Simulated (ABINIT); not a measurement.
# PbS (Galena) (Fm-3m) in ABINIT: further runs

Runs on PbS (Galena). Level: LDA. Tasks: single point.

Everything below comes from runs of ABINIT 10.8.3 (patched build). Logs are shortened: lines on timing, memory, paths and dates and some standing lists are left out, and cuts for length are marked. The log counts tension as positive stress, the text compression.

### 1 Starting point

The structure is cubic, space group Fm-3m (No. 225). Conventional cell: a = 5.931 Å, b = 5.931 Å, c = 5.931 Å, α = 90.00°, β = 90.00°, γ = 90.00°. Pb (site symmetry m-3m) has 6 S at 2.97 Å as nearest neighbours. S (site symmetry m-3m) is surrounded by 6 Pb at 2.97 Å.

### 2 Single point, LDA

File run.abi:

```
# Pseudopotentials
pp_dirpath "./"
pseudos "Pb.upf, S.upf"

# Structure
acell 3*1.0 Angstrom
rprim
     0.0000000000     2.9657500000     2.9657500000
     2.9657500000     0.0000000000     2.9657500000
     2.9657500000     2.9657500000     0.0000000000
ntypat 2
znucl 82 16
natom 2
typat 1 2
xred
     0.0000000000     0.0000000000     0.0000000000
     0.5000000000     0.5000000000     0.5000000000

# Plane-wave basis
ecut 32.0

# k points
kptopt 1
ngkpt 6 6 6
nshiftk 1
shiftk 0.0 0.0 0.0

# Exchange and correlation
ixc 7

# Bands and occupations
nband 18
occopt 3
tsmear 0.05 eV

# SCF cycle
nstep 100
tolvrs 1.0e-10

# Output
iomode 3
prtwf 0
prtden 0
prteig 0
prtebands 0
enunit 1
```

Potentials or basis: PseudoDojo NC SR LDA v0.4 stringent.

The run is started by

```
> abinit run.abi > log 2>&1
```

run.abo:

```text
.Version 10.8.3 of ABINIT
 Symmetries : space group Fm -3 m (#225); Bravais cF (face-center cubic)
================================================================================
 Values of the parameters that define the memory need of the present run
     intxc =       0    ionmov =       0      iscf =       7    lmnmax =       6
     lnmax =       6     mgfft =      45  mpssoang =       3    mqgrid =    3001
     natom =       2  nloc_mem =       1    nspden =       1   nspinor =       1
    nsppol =       1      nsym =      48    n1xccc =    2501    ntypat =       2
    occopt =       3   xclevel =       1
       mpw =        3060          nfft =       91125          nkpt =          16
================================================================================
================================================================================

--------------------------------------------------------------------------------
------------- Echo of variables that govern the present computation ------------
--------------------------------------------------------------------------------
 -outvars: echo values of preprocessed input variables --------
            acell      1.8897261259E+00  1.8897261259E+00  1.8897261259E+00 Bohr
              amu      2.07200000E+02  3.20660000E+01
             ecut      3.20000000E+01 Hartree
           enunit           1
              ixc           7
         kptrlatt        6    0    0      0    6    0      0    0    6
          kptrlen      4.75553798E+01
            natom           2
            nband          18
            ngfft          45      45      45
             nkpt          16
            nstep         100
             nsym          48
           ntypat           2
           occopt           3
           prtden           0
        prtebands           0
           prteig           0
            prtwf           0
            rprim      0.0000000000E+00  2.9657500000E+00  2.9657500000E+00
                       2.9657500000E+00  0.0000000000E+00  2.9657500000E+00
                       2.9657500000E+00  2.9657500000E+00  0.0000000000E+00
          spgroup         225
           tolvrs      1.00000000E-10
           tsmear      1.83746611E-03 Hartree
            typat      1  2
           xangst      0.0000000000E+00  0.0000000000E+00  0.0000000000E+00
                       2.9657500000E+00  2.9657500000E+00  2.9657500000E+00
            xcart      0.0000000000E+00  0.0000000000E+00  0.0000000000E+00
                       5.6044552579E+00  5.6044552579E+00  5.6044552579E+00
             xred      0.0000000000E+00  0.0000000000E+00  0.0000000000E+00
                       5.0000000000E-01  5.0000000000E-01  5.0000000000E-01
            znucl       82.00000   16.00000

================================================================================

 chkinp: Checking input parameters for consistency.

================================================================================
== DATASET  1 ==================================================================

--- !DatasetInfo
iteration_state: {dtset: 1, }
dimensions: {natom: 2, nkpt: 16, mband: 18, nsppol: 1, nspinor: 1, nspden: 1, mpw: 3060, }
cutoff_energies: {ecut:  32.0, pawecutdg:  -1.0, }
electrons: {nelect:   2.80000000E+01, charge:   0.00000000E+00, occopt:   3.00000000E+00, tsmear:   1.83746611E-03, }
meta: {optdriver: 0, ionmov: 0, optcell: 0, iscf: 7, paral_kgb: 0, }
...

 Exchange-correlation functional for the present dataset will be:
  LDA: Perdew-Wang 92 LSD fit to Ceperley-Alder data - ixc=7
  J.P.Perdew and Y.Wang, PRB 45, 13244 (1992)

 Real(R)+Recip(G) space primitive vectors, cartesian coordinates (Bohr,Bohr^-1):
 R(1)=  0.0000000  5.6044553  5.6044553  G(1)= -0.0892147  0.0892147  0.0892147
 R(2)=  5.6044553  0.0000000  5.6044553  G(2)=  0.0892147 -0.0892147  0.0892147
 R(3)=  5.6044553  5.6044553  0.0000000  G(3)=  0.0892147  0.0892147 -0.0892147
 Unit cell volume ucvol=  3.5207097E+02 bohr^3
 Angles (23,13,12)=  6.00000000E+01  6.00000000E+01  6.00000000E+01 degrees

 getcut: wavevector=  0.0000  0.0000  0.0000  ngfft=  45  45  45
         ecut(hartree)=     32.000   => boxcut(ratio)=   2.18004

--- Pseudopotential description ------------------------------------------------
- pspini: atom type   1  psp file is ./Pb.upf
12 -1012 2 -1 1638                            pspcod,pspxc,lmax,lloc,mmax
     nproj     2     2     2

- pspini: atom type   2  psp file is ./S.upf
12 -1012 2 -1 1132                            pspcod,pspxc,lmax,lloc,mmax
     nproj     2     2     2

   1.00677521E+03                                ecore*ucvol(ha*bohr**3)
--------------------------------------------------------------------------------

================================================================================

--- !BeginCycle
iteration_state: {dtset: 1, }
solver: {iscf: 7, nstep: 100, nline: 4, wfoptalg: 0, }
tolerances: {tolvrs: 1.00E-10, }
...

     iter   Etot(hartree)      deltaE(h)  residm     vres2
 ETOT  1  -220.63127801158    -2.206E+02 1.453E-01 2.351E+02
 ETOT  2  -220.79731514222    -1.660E-01 7.514E-03 6.840E+01
 ETOT  3  -220.80730120442    -9.986E-03 3.042E-04 5.238E-01
 ETOT  4  -220.80733292058    -3.172E-05 1.263E-04 1.080E-01
 ETOT  5  -220.80735115068    -1.823E-05 7.067E-05 4.657E-03
 ETOT  6  -220.80735202824    -8.776E-07 9.262E-05 3.480E-04
 ETOT  7  -220.80735208300    -5.476E-08 5.185E-05 9.642E-07
 ETOT  8  -220.80735208314    -1.367E-10 6.298E-05 1.382E-07
 ETOT  9  -220.80735208316    -2.157E-11 3.595E-05 1.825E-09
 ETOT 10  -220.80735208316    -4.064E-12 4.202E-05 3.389E-13

 At SCF step   10       vres2   =  3.39E-13 < tolvrs=  1.00E-10 =>converged.

 Cartesian components of stress tensor (hartree/bohr^3)
  sigma(1 1)=  1.67093263E-04  sigma(3 2)=  0.00000000E+00
  sigma(2 2)=  1.67093263E-04  sigma(3 1)=  0.00000000E+00
  sigma(3 3)=  1.67093263E-04  sigma(2 1)=  0.00000000E+00

--- !ResultsGS
iteration_state: {dtset: 1, }
comment   : Summary of ground state results
lattice_vectors:
- [  0.0000000,   5.6044553,   5.6044553, ]
- [  5.6044553,   0.0000000,   5.6044553, ]
- [  5.6044553,   5.6044553,   0.0000000, ]
lattice_lengths: [   7.92590,    7.92590,    7.92590, ]
lattice_angles: [ 60.000,  60.000,  60.000, ] # degrees, (23, 13, 12)
lattice_volume:   3.5207097E+02
convergence: {deltae: -4.064E-12, res2:  3.389E-13, residm:  4.202E-05, diffor: null, }
etotal    :  -2.20807352E+02
entropy   :   0.00000000E+00
fermie    :   2.53920938E-01
cartesian_stress_tensor: # hartree/bohr^3
- [  1.67093263E-04,   0.00000000E+00,   0.00000000E+00, ]
- [  0.00000000E+00,   1.67093263E-04,   0.00000000E+00, ]
- [  0.00000000E+00,   0.00000000E+00,   1.67093263E-04, ]
pressure_GPa:  -4.9161E+00
xred      :
- [  0.0000E+00,   0.0000E+00,   0.0000E+00, Pb]
- [  5.0000E-01,   5.0000E-01,   5.0000E-01,  S]
cartesian_forces: # hartree/bohr
- [ -0.00000000E+00,  -0.00000000E+00,  -0.00000000E+00, ]
- [ -0.00000000E+00,  -0.00000000E+00,  -0.00000000E+00, ]
force_length_stats: {min:   0.00000000E+00, max:   0.00000000E+00, mean:   0.00000000E+00, }
...

 Integrated electronic density in atomic spheres:
 ------------------------------------------------
 Atom  Sphere_radius  Integrated_density
    1        2.00000         17.98119503
    2        2.00000          3.83196445
================================================================================

 ----iterations are completed or convergence reached----

 Mean square residual over all n,k,spin=   22.342E-08; max=  42.018E-06
 reduced coordinates (array xred) for    2 atoms
       0.000000000000      0.000000000000      0.000000000000
       0.500000000000      0.500000000000      0.500000000000
 rms dE/dt=  0.0000E+00; max dE/dt=  0.0000E+00; dE/dt below (all hartree)
    1       0.000000000000      0.000000000000      0.000000000000
    2       0.000000000000      0.000000000000      0.000000000000

 cartesian coordinates (angstrom) at end:
    1      0.00000000000000     0.00000000000000     0.00000000000000
    2      2.96575000000000     2.96575000000000     2.96575000000000

 cartesian forces (hartree/bohr) at end:
    1     -0.00000000000000    -0.00000000000000    -0.00000000000000
    2     -0.00000000000000    -0.00000000000000    -0.00000000000000
 frms,max,avg= 0.0000000E+00 0.0000000E+00   0.000E+00  0.000E+00  0.000E+00 h/b

 cartesian forces (eV/Angstrom) at end:
    1     -0.00000000000000    -0.00000000000000    -0.00000000000000
    2     -0.00000000000000    -0.00000000000000    -0.00000000000000
 frms,max,avg= 0.0000000E+00 0.0000000E+00   0.000E+00  0.000E+00  0.000E+00 e/A
 length scales=  1.889726125908  1.889726125908  1.889726125908 bohr
              =  1.000000000000  1.000000000000  1.000000000000 angstroms
 Fermi (or HOMO) energy (eV) =   6.90954   Average Vxc (eV)= -10.36502
 Eigenvalues (   eV  ) for nkpt=  16  k points:
 kpt#   1, nband= 18, wtk=  0.00463, kpt=  0.0000  0.0000  0.0000 (reduced coord)
-132.96487  -74.52216  -74.52216  -74.52216   -9.92202   -9.92202   -9.92202   -9.91394
  -9.91394   -6.76569    0.68069    4.65867    4.65867    4.65867   11.87771   11.87771
  11.87771   13.45047
 prteigrs : prtvol=0 or 1, do not print more k-points.

--- !EnergyTerms
iteration_state     : {dtset: 1, }
comment             : Components of total free energy in Hartree
kinetic             :  6.26954841670028E+01
hartree             :  6.46825131624328E+01
xc                  : -3.68493419431723E+01
Ewald energy        : -1.19182758947334E+02
psp_core            :  2.85958030914857E+00
local_psp           : -2.10018104184719E+02
non_local_psp       :  1.50053164403188E+01
internal            : -2.20807310996322E+02
'-kT*entropy'       : -4.10868387739340E-05
total_energy        : -2.20807352083161E+02
total_energy_eV     : -6.00847414348721E+03
band_energy         : -2.94086157776505E+01
...

 Cartesian components of stress tensor (hartree/bohr^3)
  sigma(1 1)=  1.67093263E-04  sigma(3 2)=  0.00000000E+00
  sigma(2 2)=  1.67093263E-04  sigma(3 1)=  0.00000000E+00
  sigma(3 3)=  1.67093263E-04  sigma(2 1)=  0.00000000E+00

-Cartesian components of stress tensor (GPa)         [Pressure= -4.9161E+00 GPa]
- sigma(1 1)=  4.91605354E+00  sigma(3 2)=  0.00000000E+00
- sigma(2 2)=  4.91605354E+00  sigma(3 1)=  0.00000000E+00
- sigma(3 3)=  4.91605354E+00  sigma(2 1)=  0.00000000E+00

== END DATASET(S) ==============================================================
================================================================================

 -outvars: echo values of variables after computation  --------
            acell      1.8897261259E+00  1.8897261259E+00  1.8897261259E+00 Bohr
           etotal     -2.2080735208E+02
            fcart     -0.0000000000E+00 -0.0000000000E+00 -0.0000000000E+00
                      -0.0000000000E+00 -0.0000000000E+00 -0.0000000000E+00
            rprim      0.0000000000E+00  2.9657500000E+00  2.9657500000E+00
                       2.9657500000E+00  0.0000000000E+00  2.9657500000E+00
                       2.9657500000E+00  2.9657500000E+00  0.0000000000E+00
           strten      1.6709326340E-04  1.6709326340E-04  1.6709326340E-04
                       0.0000000000E+00  0.0000000000E+00  0.0000000000E+00
           xangst      0.0000000000E+00  0.0000000000E+00  0.0000000000E+00
                       2.9657500000E+00  2.9657500000E+00  2.9657500000E+00
             xred      0.0000000000E+00  0.0000000000E+00  0.0000000000E+00
                       5.0000000000E-01  5.0000000000E-01  5.0000000000E-01
 Calculation completed.
```

It took 42 s on 1 thread of Intel Xeon Platinum 8259CL at 2.50GHz (Skylake/Cascade Lake), shared host; peak memory 0.08 GiB.

Results:

* Free energy: -6008.4741 eV
* Pressure: -4.9 GPa
* Band gap on the k mesh: 0.23 eV, direct
* Valence electrons inside the program's atomic spheres: Pb 17.98; S 3.83

Caveat: spin-orbit coupling is left out, which as a rule narrows the gap of such compounds by several tenths of an eV. A k mesh can miss the band edges.

### 3 Single point, LDA

File run.abi:

```
# Pseudopotentials
pp_dirpath "./"
pseudos "Pb.upf, S.upf"

# Structure
acell 7.9258966301 7.9258966301 7.9258966301
rprim
     0.0000000000     0.7071067812     0.7071067812
     0.7071067812     0.0000000000     0.7071067812
     0.7071067812     0.7071067812     0.0000000000
ntypat 2
znucl 82 16
natom 2
typat 1 2
xred
     0.0000000000     0.0000000000     0.0000000000
     0.5000000000     0.5000000000     0.5000000000

# Plane-wave basis
ecut 761.918815 eV

# k points
kptopt 1
ngkpt 6 6 6
nshiftk 1
shiftk 0.0 0.0 0.0

# Exchange and correlation
ixc 7

# Bands and occupations
nband 14
occopt 3
tsmear 0.05 eV

# SCF cycle
nstep 100
tolvrs 1.0e-10

# Output
iomode 3
prtwf 0
prteig 0
prtebands 0
enunit 1
prtvol 2
prtden 1
prtvha 1
prtvclmb 1
prtpot 1
prtelf 1
```

Potentials or basis: PseudoDojo NC SR LDA v0.4.1 standard.

The run is started by

```
> abinit run.abi > log 2>&1
```

run.abo:

```text
.Version 10.8.3 of ABINIT
 Symmetries : space group Fm -3 m (#225); Bravais cF (face-center cubic)
================================================================================
 Values of the parameters that define the memory need of the present run
     intxc =       0    ionmov =       0      iscf =       7    lmnmax =       6
     lnmax =       6     mgfft =      40  mpssoang =       3    mqgrid =    3001
     natom =       2  nloc_mem =       1    nspden =       1   nspinor =       1
    nsppol =       1      nsym =      48    n1xccc =    2501    ntypat =       2
    occopt =       3   xclevel =       1
       mpw =        2523          nfft =       64000          nkpt =          16
================================================================================
================================================================================

--------------------------------------------------------------------------------
------------- Echo of variables that govern the present computation ------------
--------------------------------------------------------------------------------
 -outvars: echo values of preprocessed input variables --------
            acell      7.9258966301E+00  7.9258966301E+00  7.9258966301E+00 Bohr
              amu      2.07200000E+02  3.20660000E+01
             ecut      2.80000000E+01 Hartree
           enunit           1
              ixc           7
         kptrlatt        6    0    0      0    6    0      0    0    6
          kptrlen      4.75553798E+01
            natom           2
            nband          14
            ngfft          40      40      40
             nkpt          16
            nstep         100
             nsym          48
           ntypat           2
           occopt           3
        prtebands           0
           prteig           0
           prtelf           1
           prtpot           1
         prtvclmb           1
           prtvha           1
           prtvol           2
            prtwf           0
            rprim      0.0000000000E+00  7.0710678120E-01  7.0710678120E-01
                       7.0710678120E-01  0.0000000000E+00  7.0710678120E-01
[... 220 lines left out ...]
 -12.43821  -12.40196  -12.39077  -12.36807  -12.35636   -8.43872   -3.44276    1.69669
[... 16 lines left out ...]
 kpt#  12, nband= 14, wtk=  0.05556, kpt= -0.3333  0.3333  0.0000 (reduced coord)
 -12.48065  -12.39018  -12.38666  -12.36246  -12.34827   -7.62167   -4.04984   -0.19522
   1.72521    2.32729    6.87217    7.61455    8.97593   11.42745
 kpt#  13, nband= 14, wtk=  0.01389, kpt=  0.5000  0.5000  0.0000 (reduced coord)
 -12.54599  -12.42353  -12.36061  -12.33366  -12.33366   -7.54061   -3.02777   -0.93075
   0.86587    0.86587    8.05891    9.78514    9.87201    9.87201
 kpt#  14, nband= 14, wtk=  0.11111, kpt=  0.5000  0.3333  0.1667 (reduced coord)
 -12.46815  -12.39799  -12.39108  -12.35628  -12.35078   -7.93386   -3.81922    0.65196
   1.18278    2.82664    6.55207    7.93258    8.44055   10.98734
 kpt#  15, nband= 14, wtk=  0.11111, kpt= -0.3333  0.3333  0.1667 (reduced coord)
 -12.47912  -12.39577  -12.37792  -12.37407  -12.34134   -7.62115   -4.05983    0.31989
   0.56615    3.29518    6.04172    8.34899    8.68073   12.23039
 kpt#  16, nband= 14, wtk=  0.05556, kpt= -0.3333  0.5000  0.1667 (reduced coord)
 -12.51345  -12.40206  -12.37780  -12.35715  -12.33365   -7.50521   -3.61194   -0.55801
   0.32035    2.50645    7.35188    8.47917    9.32072   11.05958
 Total charge density [el/Bohr^3]
)     Maximum=    7.8577E-01  at reduced coord.    0.1000    0.9000    0.9500
)Next maximum=    7.8577E-01  at reduced coord.    0.0500    0.9000    0.9500
)     Minimum=    8.6805E-04  at reduced coord.    0.5000    0.5000    0.5000
)Next minimum=    1.6300E-03  at reduced coord.    0.0000    0.0000    0.0000
   Integrated=    2.0000E+01

--- !EnergyTerms
iteration_state     : {dtset: 1, }
comment             : Components of total free energy in Hartree
kinetic             :  3.83166665965794E+01
hartree             :  1.51904875330854E+01
xc                  : -2.28963750210330E+01
Ewald energy        : -5.56148220162385E+01
psp_core            :  2.99870424301275E+00
local_psp           : -4.66050124186781E+01
non_local_psp       : -1.27478396857853E+01
internal            : -8.13581907690574E+01
'-kT*entropy'       : -3.81185186302817E-05
total_energy        : -8.13582288875760E+01
total_energy_eV     : -2.21387019054876E+03
band_energy         : -5.03257546163185E+00
...

 Cartesian components of stress tensor (hartree/bohr^3)
  sigma(1 1)=  8.96413581E-05  sigma(3 2)=  0.00000000E+00
  sigma(2 2)=  8.96413581E-05  sigma(3 1)=  0.00000000E+00
  sigma(3 3)=  8.96413581E-05  sigma(2 1)=  0.00000000E+00

-Cartesian components of stress tensor (GPa)         [Pressure= -2.6373E+00 GPa]
- sigma(1 1)=  2.63733981E+00  sigma(3 2)=  0.00000000E+00
- sigma(2 2)=  2.63733981E+00  sigma(3 1)=  0.00000000E+00
- sigma(3 3)=  2.63733981E+00  sigma(2 1)=  0.00000000E+00

== END DATASET(S) ==============================================================
================================================================================

 -outvars: echo values of variables after computation  --------
            acell      7.9258966301E+00  7.9258966301E+00  7.9258966301E+00 Bohr
           etotal     -8.1358228888E+01
            fcart     -0.0000000000E+00 -0.0000000000E+00 -0.0000000000E+00
                      -0.0000000000E+00 -0.0000000000E+00 -0.0000000000E+00
            rprim      0.0000000000E+00  7.0710678120E-01  7.0710678120E-01
                       7.0710678120E-01  0.0000000000E+00  7.0710678120E-01
                       7.0710678120E-01  7.0710678120E-01  0.0000000000E+00
           strten      8.9641358130E-05  8.9641358130E-05  8.9641358130E-05
                       0.0000000000E+00  0.0000000000E+00  0.0000000000E+00
           xangst      0.0000000000E+00  0.0000000000E+00  0.0000000000E+00
                       2.9657499981E+00  2.9657499981E+00  2.9657499981E+00
             xred      0.0000000000E+00  0.0000000000E+00  0.0000000000E+00
                       5.0000000000E-01  5.0000000000E-01  5.0000000000E-01
 Calculation completed.
```

Wall time 14 s (1 thread of Arm Neoverse V2, shared host); peak memory 0.07 GiB.

What came out:

```
Free energy                                           : -2213.8702 eV
Pressure                                              : -2.6 GPa
Band gap on the k mesh                                : 0.24 eV, direct
Valence electrons inside the program's atomic spheres : Pb 10.04; S 3.82
```

Levels at points of the mesh, in eV from the valence-band top:
```
           k point  band 7  band 8  band 9  band 10  band 11  band 12  band 13  band 14
(0.00, 0.00, 0.00)   -6.12   -2.12   -2.12    -2.12     5.09     5.09     5.09     6.67
(0.50, 0.00, 0.00)   -8.94   -1.72   -1.72     0.00     0.24     1.86     1.86     8.52
(0.50, 0.50, 0.00)   -7.31   -5.22   -3.42    -3.42     3.77     5.50     5.59     5.59
```

Caveat: spin-orbit coupling is left out, which as a rule narrows the gap of such compounds by several tenths of an eV.

(Continued in part 2 of 2.)
